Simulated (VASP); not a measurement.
# Ru (P6_3/mmc) in VASP: further runs

Runs on Ru. Level: PBE+D3(BJ). Tasks: relaxation of shape and atoms at fixed volume.

All numbers are computed with VASP 6.6.1; they aren't measurements. Logs are shortened: lines on timing, memory, paths and dates and some standing lists are left out, and cuts for length are marked.

**1. The structure**

It takes space group P6_3/mmc (No. 194, hexagonal). Conventional cell: a = 2.696 Å, b = 2.696 Å, c = 4.270 Å, α = 90.00°, β = 90.00°, γ = 120.00°. Around Ru (site symmetry -6m2) lie 12 Ru at 2.64 to 2.70 Å.

**2. Relaxation of shape and atoms at fixed volume, PBE+D3(BJ) (a relaxed cell with its volume scaled by 0.94)**

Contents of INCAR:

```
SYSTEM = Ru
ALGO = Normal ; EDIFF = 1E-7
EDIFFG = -0.01 ; ENCUT = 600
GGA = PE ; IBRION = 2
ISIF = 4 ; ISMEAR = 1
IVDW = 12 ; LASPH = .TRUE.
LCHARG = .FALSE. ; LREAL = .FALSE.
LWAVE = .FALSE. ; NELM = 80
NSW = 40 ; PREC = Accurate
SIGMA = 0.1
```

Contents of KPOINTS:

```
k-points
0
G
  15 15 9
  0 0 0
```

Contents of POSCAR:

```
Ru                                      
1.0
    2.6407082486     -0.0000000000      0.0000000000
   -1.3203541243      2.2869204273      0.0000000000
    0.0000000000      0.0000000000      4.1827486146
  Ru            
     2
Direct
     0.3333333332999970    0.6666666667000030    0.2500000000000000
     0.6666666667000030    0.3333333332999970    0.7500000000000000
```

Potentials or basis: VASP PAW PBE potentials, release 64 (Ru_pv).

Started as:

```
$ cat potpaw_PBE.64/Ru_pv/POTCAR > POTCAR
$ mpirun -np 1 vasp_std > vasp.out
```

OUTCAR:

```text
SYSTEM = Ru
   EDIFF = 1E-7
   EDIFFG = -0.01
   ENCUT = 600
   GGA = PE
   IBRION = 2
   ISIF = 4
   ISMEAR = 1
   IVDW = 12
   LASPH = .TRUE.
   LREAL = .FALSE.
   NELM = 80
   NSW = 40
   PREC = Accurate
 IVDW          = 12

 ion  position               nearest neighbor table
   1  0.333  0.667  0.250-   2 2.59   2 2.59   2 2.59   2 2.59   2 2.59   2 2.59
   2  0.667  0.333  0.750-   1 2.59   1 2.59   1 2.59   1 2.59   1 2.59   1 2.59

  LATTYP: Found a hexagonal cell.
 ALAT       =     2.6407082486
 C/A-ratio  =     1.5839495396

  Lattice vectors:

 A1 = (   2.6407082486,   0.0000000000,   0.0000000000)
 A2 = (  -1.3203541243,   2.2869204273,   0.0000000000)
 A3 = (   0.0000000000,   0.0000000000,   4.1827486146)

Analysis of symmetry for initial positions (statically):
=====================================================================
 Subroutine PRICEL returns:
 Original cell was already a primitive cell.

 Routine SETGRP: Setting up the symmetry group for a
 hexagonal supercell.

 Subroutine GETGRP returns: Found 24 space group operations
 (whereof 12 operations were pure point group operations)
 out of a pool of 24 trial point group operations.

The static configuration has the point symmetry D_3d.
 The point group associated with its full space group is D_6h.

Analysis of symmetry for dynamics (positions and initial velocities):
=====================================================================
 Subroutine PRICEL returns:
 Original cell was already a primitive cell.

 Routine SETGRP: Setting up the symmetry group for a
 hexagonal supercell.

 Subroutine GETGRP returns: Found 24 space group operations
 (whereof 12 operations were pure point group operations)
 out of a pool of 24 trial point group operations.

The dynamic configuration has the point symmetry D_3d.
 The point group associated with its full space group is D_6h.

 Subroutine INISYM returns: Found 24 space group operations
 (whereof 12 operations are pure point group operations),
 and found     1 'primitive' translations

----------------------------------------------------------------------------------------

                                     Primitive cell

  volume of cell :      25.2600

  direct lattice vectors                    reciprocal lattice vectors
     2.640708249  0.000000000  0.000000000     0.378686286  0.218634629  0.000000000
    -1.320354124  2.286920427  0.000000000     0.000000000  0.437269259  0.000000000
     0.000000000  0.000000000  4.182748615     0.000000000  0.000000000  0.239077241

  length of vectors
     2.640708249  2.640708249  4.182748615     0.437269259  0.437269259  0.239077241

  position of ions in fractional coordinates (direct lattice)
     0.333333333  0.666666667  0.250000000
     0.666666667  0.333333333  0.750000000

  ion indices of the primitive-cell ions
   primitive index   ion index
                 1           1
                 2           2

----------------------------------------------------------------------------------------

 KPOINTS: k-points

Automatic generation of k-mesh.
 Grid dimensions read from file:
 generate k-points for:   15   15    9

 Generating k-lattice:

  Cartesian coordinates                     Fractional coordinates (reciprocal lattice)
     0.025245752  0.014575642  0.000000000     0.066666667  0.000000000  0.000000000
     0.000000000  0.029151284  0.000000000     0.000000000  0.066666667  0.000000000
     0.000000000  0.000000000  0.026564138     0.000000000  0.000000000  0.111111111

  Length of vectors
     0.029151284  0.029151284  0.026564138

  Shift w.r.t. Gamma in fractional coordinates (k-lattice)
     0.000000000  0.000000000  0.000000000

 Subroutine IBZKPT returns following result:
 ===========================================

 Found    135 irreducible k-points:

 Following reciprocal coordinates:
            Coordinates               Weight
  0.000000  0.000000  0.000000      1.000000
  0.066667  0.000000  0.000000      6.000000
  0.133333  0.000000  0.000000      6.000000
  0.200000  0.000000  0.000000      6.000000
  0.266667  0.000000  0.000000      6.000000
  0.333333  0.000000  0.000000      6.000000
[... 16 lines left out ...]
  0.333333  0.200000  0.000000     12.000000
  0.400000  0.200000  0.000000      6.000000
 [... further k-points ...]
   k-points           NKPTS =    135   k-points in BZ     NKDIM =    135   number of bands    NBANDS=     18
   number of dos      NEDOS =    301   number of ions     NIONS =      2
   total plane-waves  NPLWV =  20736
   dimension x,y,z NGX =    24 NGY =   24 NGZ =   36
   dimension x,y,z NGXF=    48 NGYF=   48 NGZF=   72
   ions per type =               2
   NGX,Y,Z   is equivalent  to a cutoff of  15.11, 15.11, 14.31 a.u.
   NGXF,Y,Z  is equivalent  to a cutoff of  30.22, 30.22, 28.62 a.u.
 SYSTEM =  Ru
   PREC   = accura    normal or accurate (medium, high low for compatibility)
   ISTART =      0    job   : 0-new  1-cont  2-samecut
   ICHARG =      2    charge: 1-file 2-atom 10-const
   ISPIN  =      1    spin polarized calculation?
   LNONCOLLINEAR =      F non collinear calculations
   LSORBIT =      F    spin-orbit coupling
   LASPH  =      T    aspherical Exc in radial PAW
   ENCUT  =  600.0 eV  44.10 Ry    6.64 a.u.   5.27  5.27  8.35*2*pi/ulx,y,z
   NELM   =     80;   NELMIN=  2; NELMDL= -5     # of ELM steps
   EDIFF  = 0.1E-06   stopping-criterion for ELM
   LREAL  =      F    real-space projection
   EDIFFG = -.1E-01   stopping-criterion for IOM
   NSW    =     40    number of steps for IOM
   IBRION =      2    ionic relax: 0-MD 1-quasi-New 2-CG
   NFREE  =      1    steps in history (QN), initial steepest desc. (CG)
   ISIF   =      4    stress and relaxation
   ISYM   =      2    0-nonsym 1-usesym 2-fastsym
   POTIM  = 0.5000    time-step for ionic-motion
   TEBEG  =    0.0;   TEEND  =   0.0 temperature during run
   PSTRESS=    0.0 pullay stress
   NELECT =      28.0000    total number of electrons
   NUPDOWN=      -1.0000    fix difference up-down
   EMIN   =  10.00;   EMAX   =-10.00  energy-range for DOS
   EFERMI =   0.00;   METHOD = LEGACY
   ISMEAR =     1;   SIGMA  =   0.10  broadening in eV -4-tet -1-fermi 0-gaus
   EFERMI_NEDOS =   21; number of points for ismear=-14 and -15
   IALGO  =     38    algorithm
   IMIX   =      4    mixing-type and parameters
     AMIX     =   0.40;   BMIX     =  1.00
     AMIX_MAG =   1.60;   BMIX_MAG =  1.00
  volume/ion in A,a.u.               =      12.63        85.23
  Fermi-wavevector in a.u.,A,eV,Ry     =   1.694272  3.201710 39.056300  2.870557
  Thomas-Fermi vector in A             =   2.775527
   LORBIT       =      0    0 simple, 1 ext, 2 COOP (PROOUT), +10 PAW based schemes
   GGA     = PE    functional components
   LHFCALC =     F    Hartree Fock is set to
   AEXX    =    0.0000 exact exchange contribution
   IVDW    =    12    specifies the selected vdW correction
   LEPSILON=     F    determine dielectric tensor
   LRPA    =     F    only Hartree local field effects (RPA)
 conjugate gradient relaxation of ions
 non-spin polarized calculation
 Methfessel and Paxton  Order N= 1 SIGMA  =   0.10
  energy-cutoff  :      600.00
  volume of cell :       25.26
 maximum number of plane-waves:       856
 NGX is ok and might be reduce to    24
   NGX = 11   NGY = 11   NGZ = 17

--------------------------------------- Ionic step        1  -------------------------------------------

 number of electron      28.0000001 magnetization

 Free energy of the ion-electron system (eV)
  ---------------------------------------------------
  ext. energy  EPLUGINS =         0.00000000
  ---------------------------------------------------
  free energy    TOTEN  =       -18.25697980 eV

  energy without entropy =      -18.25558656  energy(sigma->0) =      -18.25651538

------------------------ aborting loop because EDIFF is reached ----------------------------------------

 Edisp (eV)   -1.34564

 E8    (eV) :    -0.6146

  FORCE on cell =-STRESS in cart. coord.  units (eV):
  Direction    XX          YY          ZZ          XY          YZ          ZX
  --------------------------------------------------------------------------------------
  -------------------------------------------------------------------------------------
  Total       3.73055     3.73055     3.95320    -0.00000     0.00000    -0.00000
  in kB     236.61947   236.61947   250.74146    -0.00000     0.00000    -0.00000
  external pressure =      241.33 kB  Pullay stress =        0.00 kB
[... 61 lines left out ...]
  energy  without entropy=      -19.6016651178  energy(sigma->0) =      -19.60225537

--------------------------------------- Ionic step        3  -------------------------------------------

 number of electron      28.0000001 magnetization

 Free energy of the ion-electron system (eV)
  ---------------------------------------------------
  ext. energy  EPLUGINS =         0.00000000
  ---------------------------------------------------
  free energy    TOTEN  =       -18.25716974 eV

  energy without entropy =      -18.25601648  energy(sigma->0) =      -18.25678532

 E-fermi :  14.1829     XC(G=0): -14.5740

 val. band max:       14.1782255348   @ k =   0.2667   0.0000   0.3333
 cond. band min:      14.1937793924   @ k =   0.4667   0.0667   0.2222
 fundamental gap:      0.0155538577
 Fermi energy:        14.1829184757

 k-point     1 :       0.0000    0.0000    0.0000
  band No.  band energies     occupation
      1     -29.7392      2.00000
      2     -28.5641      2.00000
      3     -28.5641      2.00000
      4     -28.3556      2.00000
      5     -28.3556      2.00000
      6     -28.3028      2.00000
[... 10 lines left out ...]
     17      15.5223     -0.00000
     18      15.5622     -0.00000
[... 466 lines left out ...]
      2     -29.1937      2.00000
      3     -29.0325      2.00000
      4     -29.0317      2.00000
      5     -28.7437      2.00000
      6     -28.7262      2.00000
[... 10 lines left out ...]
     17      20.0572      0.00000
     18      21.6606      0.00000

 [... further k-points ...]

------------------------ aborting loop because EDIFF is reached ----------------------------------------

 Edisp (eV)   -1.34564

 E8    (eV) :    -0.6146

  FORCE on cell =-STRESS in cart. coord.  units (eV):
  Direction    XX          YY          ZZ          XY          YZ          ZX
  --------------------------------------------------------------------------------------
  -------------------------------------------------------------------------------------
  Total       3.79824     3.79824     3.79857    -0.00000     0.00000    -0.00000
  in kB     240.91271   240.91271   240.93343    -0.00000     0.00000    -0.00000
  external pressure =      240.92 kB  Pullay stress =        0.00 kB
[... 17 lines left out ...]
  FREE ENERGIE OF THE ION-ELECTRON SYSTEM (eV)
  ---------------------------------------------------
  free  energy   TOTEN  =       -19.6028061217 eV

  energy  without entropy=      -19.6016528584  energy(sigma->0) =      -19.60242170

 reached required accuracy - stopping structural energy minimisation
```

Run time: 61 s. Hardware: 1 thread of Intel Xeon Platinum 8488C (Sapphire Rapids), shared host; peak memory 0.21 GiB.

What came out:

```
Free energy                : -19.6028 eV
Energy gained by relaxing  : 0.1 meV/atom
Ionic steps                : 3
Pressure after relaxing    : 24.1 GPa
Band gap on the k mesh     : none (metal or under the smearing width)
Dispersion energy per atom : -0.673 eV
```

The path:
```tsv
step	energy change (eV)	largest force (eV/Å)	pressure (GPa)
1	0.0000	0.0000	24.13
2	0.0001	0.0000	24.06
3	-0.0002	0.0000	24.09
```

Final structure:
```cif
data_structure
_symmetry_space_group_name_H-M 'P 1'
_symmetry_Int_Tables_number 1
_cell_length_a 2.6385
_cell_length_b 2.6385
_cell_length_c 4.1897
_cell_angle_alpha 90.000
_cell_angle_beta 90.000
_cell_angle_gamma 120.000
_cell_volume 25.26
loop_
_atom_site_label
_atom_site_type_symbol
_atom_site_fract_x
_atom_site_fract_y
_atom_site_fract_z
_atom_site_occupancy
Ru1 Ru 0.33333 0.66667 0.25000 1
Ru2 Ru 0.66667 0.33333 0.75000 1
```

Caveat: pairwise dispersion overbinds metals, which lowers pressure and volume.

**3. Relaxation of shape and atoms at fixed volume, PBE+D3(BJ) (a relaxed cell with its volume scaled by 0.96)**

INCAR is that of step 2.

KPOINTS is that of step 2.

Contents of POSCAR:

```
Ru                                      
1.0
    2.6593053982     -0.0000000000      0.0000000000
   -1.3296526992      2.3030260313      0.0000000000
    0.0000000000      0.0000000000      4.2122055613
  Ru            
     2
Direct
     0.3333333332999970    0.6666666667000030    0.2500000000000000
     0.6666666667000030    0.3333333332999970    0.7500000000000000
```

Potentials or basis: VASP PAW PBE potentials, release 64 (Ru_pv).

Started as:

```
$ cat potpaw_PBE.64/Ru_pv/POTCAR > POTCAR
$ mpirun -np 1 vasp_std > vasp.out
```

It took 60 s on 1 thread of Intel Xeon Platinum 8488C (Sapphire Rapids), shared host; peak memory 0.21 GiB.

The run converged. Its results:

```yaml
Free_energy: -19.6689 eV
Energy_gained_by_relaxing: 0.0 meV/atom
Ionic_steps: 3
Pressure_after_relaxing: 15.1 GPa
Band_gap_on_the_k_mesh: none (metal or under the smearing width)
Dispersion_energy_per_atom: -0.658 eV
```

Final structure:
```
Ru
1.0
     2.65783    0.00000    0.00000
    -1.32892    2.30175    0.00000
     0.00000    0.00000    4.21687
Ru
2
Direct
  0.33333 0.66667 0.25000
  0.66667 0.33333 0.75000
```

Levels at points of the mesh, in eV from the Fermi level:
```tsv
k point	band 11	band 12	band 13	band 14	band 15	band 16	band 17	band 18
(0.00, 0.00, 0.00)	-2.61	-2.05	-2.05	-1.45	-1.45	1.30	1.30	1.36
```

Caveat: pairwise dispersion overbinds metals, which lowers pressure and volume.

**4. Relaxation of shape and atoms at fixed volume, PBE+D3(BJ) (a relaxed cell with its volume scaled by 0.98)**

INCAR is that of step 3.

KPOINTS is that of step 3.

Contents of POSCAR:

```
Ru                                      
1.0
    2.6776460150     -0.0000000000      0.0000000000
   -1.3388230076      2.3189094714      0.0000000000
    0.0000000000      0.0000000000      4.2412561728
  Ru            
     2
Direct
     0.3333333332999970    0.6666666667000030    0.2500000000000000
     0.6666666667000030    0.3333333332999970    0.7500000000000000
```

Potentials or basis: VASP PAW PBE potentials, release 64 (Ru_pv).

Started as:

```
$ cat potpaw_PBE.64/Ru_pv/POTCAR > POTCAR
$ mpirun -np 1 vasp_std > vasp.out
```

OUTCAR:

```text
SYSTEM = Ru
   EDIFF = 1E-7
   EDIFFG = -0.01
   ENCUT = 600
   GGA = PE
   IBRION = 2
   ISIF = 4
   ISMEAR = 1
   IVDW = 12
   LASPH = .TRUE.
   LREAL = .FALSE.
   NELM = 80
   NSW = 40
   PREC = Accurate
 IVDW          = 12

 ion  position               nearest neighbor table
   1  0.333  0.667  0.250-   2 2.62   2 2.62   2 2.62   2 2.62   2 2.62   2 2.62
   2  0.667  0.333  0.750-   1 2.62   1 2.62   1 2.62   1 2.62   1 2.62   1 2.62

  LATTYP: Found a hexagonal cell.
 ALAT       =     2.6776460150
 C/A-ratio  =     1.5839495396

  Lattice vectors:

 A1 = (   2.6776460150,   0.0000000000,   0.0000000000)
 A2 = (  -1.3388230076,   2.3189094714,   0.0000000000)
 A3 = (   0.0000000000,   0.0000000000,   4.2412561728)

Analysis of symmetry for initial positions (statically):
=====================================================================
 Subroutine PRICEL returns:
 Original cell was already a primitive cell.

 Routine SETGRP: Setting up the symmetry group for a
 hexagonal supercell.

 Subroutine GETGRP returns: Found 24 space group operations
 (whereof 12 operations were pure point group operations)
 out of a pool of 24 trial point group operations.

The static configuration has the point symmetry D_3d.
 The point group associated with its full space group is D_6h.

Analysis of symmetry for dynamics (positions and initial velocities):
[... 147 lines left out ...]
  volume of cell :       26.33
 maximum number of plane-waves:       911
 NGX is ok and might be reduce to    24
   NGX = 11   NGY = 11   NGZ = 17

--------------------------------------- Ionic step        1  -------------------------------------------

 number of electron      27.9999994 magnetization

 Free energy of the ion-electron system (eV)
  ---------------------------------------------------
  ext. energy  EPLUGINS =         0.00000000
  ---------------------------------------------------
  free energy    TOTEN  =       -18.41784746 eV

  energy without entropy =      -18.41645914  energy(sigma->0) =      -18.41738469

------------------------ aborting loop because EDIFF is reached ----------------------------------------

 Edisp (eV)   -1.28861

 E8    (eV) :    -0.5882
[... 71 lines left out ...]
--------------------------------------- Ionic step        3  -------------------------------------------

 number of electron      27.9999994 magnetization

 Free energy of the ion-electron system (eV)
  ---------------------------------------------------
  ext. energy  EPLUGINS =         0.00000000
  ---------------------------------------------------
  free energy    TOTEN  =       -18.41786634 eV

  energy without entropy =      -18.41654637  energy(sigma->0) =      -18.41742635

 E-fermi :  13.3844     XC(G=0): -14.3113

 val. band max:       13.3824522526   @ k =   0.2667  -0.0000   0.3333
 cond. band min:      13.4127971271   @ k =   0.4667   0.0667   0.3333
 fundamental gap:      0.0303448746
 Fermi energy:        13.3844142494

 k-point     1 :       0.0000    0.0000    0.0000
  band No.  band energies     occupation
      1     -30.3600      2.00000
      2     -29.3349      2.00000
      3     -29.3349      2.00000
      4     -29.1496      2.00000
      5     -29.1496      2.00000
      6     -29.1008      2.00000
[... 481 lines left out ...]
      5     -29.4890      2.00000
      6     -29.4707      2.00000
[... 10 lines left out ...]
     17      18.9625      0.00000
     18      20.4826      0.00000

 [... further k-points ...]

------------------------ aborting loop because EDIFF is reached ----------------------------------------

 Edisp (eV)   -1.28860

 E8    (eV) :    -0.5882
[... 25 lines left out ...]
  FREE ENERGIE OF THE ION-ELECTRON SYSTEM (eV)
  ---------------------------------------------------
  free  energy   TOTEN  =       -19.7064702448 eV

  energy  without entropy=      -19.7051502745  energy(sigma->0) =      -19.70603025

 reached required accuracy - stopping structural energy minimisation
```

OSZICAR:

```text
N       E                     dE             d eps       ncg     rms          rms(c)
DAV:   1     0.308749076266E+03    0.30875E+03   -0.19532E+04  4860   0.193E+03
DAV:   2    -0.122814358036E+02   -0.32103E+03   -0.31535E+03  5072   0.525E+02
DAV:   3    -0.196423053205E+02   -0.73609E+01   -0.70988E+01  5146   0.837E+01
DAV:   4    -0.197266653818E+02   -0.84360E-01   -0.84003E-01  5784   0.776E+00
[... 18 lines left out ...]
DAV:   1    -0.184179812180E+02   -0.12880E-03   -0.44379E-03  4914   0.584E-01    0.649E-02
DAV:   2    -0.184178859811E+02    0.95237E-04   -0.13192E-04  4910   0.112E-01    0.273E-02
DAV:   3    -0.184178662067E+02    0.19774E-04   -0.66831E-05  5866   0.582E-02    0.579E-03
DAV:   4    -0.184178662857E+02   -0.78938E-07   -0.19292E-06  5790   0.162E-02    0.420E-03
DAV:   5    -0.184178663365E+02   -0.50824E-07   -0.14241E-07  3214   0.309E-03
   3 F= -.19706470E+02 E0= -.19706030E+02  d E =-.173185E-04
```

CONTCAR:

```text
Ru
   1.00000000000000
     2.6769062884069150   -0.0000000000017010    0.0000000000000000
    -1.3384531443049030    2.3182688493813632    0.0000000000000000
     0.0000000000000000    0.0000000000000000    4.2436005234203638
  Ru
     2
Direct
     0.3333333332999970    0.6666666667000030    0.2500000000000000
     0.6666666667000030    0.3333333332999970    0.7500000000000000

  0.00000000E+00  0.00000000E+00  0.00000000E+00
  0.00000000E+00  0.00000000E+00  0.00000000E+00
```

It took 54 s on 1 thread of Intel Xeon Platinum 8488C (Sapphire Rapids), shared host; peak memory 0.21 GiB.

What came out:

```yaml
Free_energy: -19.7065 eV
Energy_gained_by_relaxing: 0.0 meV/atom
Ionic_steps: 3
Pressure_after_relaxing: 7.1 GPa
Band_gap_on_the_k_mesh: none (metal or under the smearing width)
Dispersion_energy_per_atom: -0.644 eV
```

Final structure:
```yaml
crystal:
  lattice:
    - [2.67691, 0.00000, 0.00000]
    - [-1.33845, 2.31827, 0.00000]
    - [0.00000, 0.00000, 4.24360]
  atoms:
    - { symbol: Ru, position: [0.33333, 0.66667, 0.25000] }
    - { symbol: Ru, position: [0.66667, 0.33333, 0.75000] }
```

Caveat: pairwise dispersion overbinds metals, which lowers pressure and volume.

(Part 1 of 2 ends here.)
